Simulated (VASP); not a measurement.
**Se under changes of volume**

One of the cells (26.500 Å³/atom); the others are scaled copies at fixed shape and fractional positions:

```xyz
2
Lattice="1.4035 -4.0658 0.0000 1.4035 4.0658 0.0000 0.0000 0.0000 4.6440" Properties=species:S:1:pos:R:3 pbc="T T T"
Se    1.4035    3.5425    1.1610
Se    1.4035   -3.5425    3.4830
```

This isn't the form of Se at room conditions, which is trigonal, of chains.

| Quantity | Value |
| --- | --- |
| Program | VASP 6.6.1 |
| Functional | PBE |
| Potentials or basis | VASP PAW PBE potentials, release 64 (Se) |
| Cutoff | 520 eV |
| k mesh | 10 × 10 × 6 |
| Occupations | fermi-dirac, width 0.05 eV |
| Spin | no spin polarisation |

| volume (Å³/atom) | energy over the lowest point (meV/atom) | pressure (GPa) | largest force (eV/Å) |
| --- | --- | --- | --- |
| 24.422 | ? | ? | ? |
| 24.941 | 21.80 | 4.3 | 0.156 |
| 25.461 | 10.29 | 2.8 | 0.059 |
| 26.500 | 0.00 | 0.4 | 0.114 |
| 27.020 | 0.38 | -0.6 | 0.191 |
| 27.539 | 3.95 | -1.6 | 0.262 |

Problem. What does the run at 24.422 Å³/atom give?

Solution. Energy over the lowest point 38.20 meV/atom; pressure 5.9 GPa; largest force 0.263 eV/Å.

Worked out: A Birch-Murnaghan fit of order 3 (a polynomial in V^(-2/3)) to the other rows has its minimum at 26.70 Å³/atom with B0 = V·E''(V) = 54 GPa and B' = 4.4 at fixed shape and positions, which overstates the stiffness. It gives 38.16 meV/atom at 24.422 Å³/atom, against the run's 38.20, and -dE/dV = 5.9 GPa, against 5.9.

Energies are extrapolated to zero smearing.
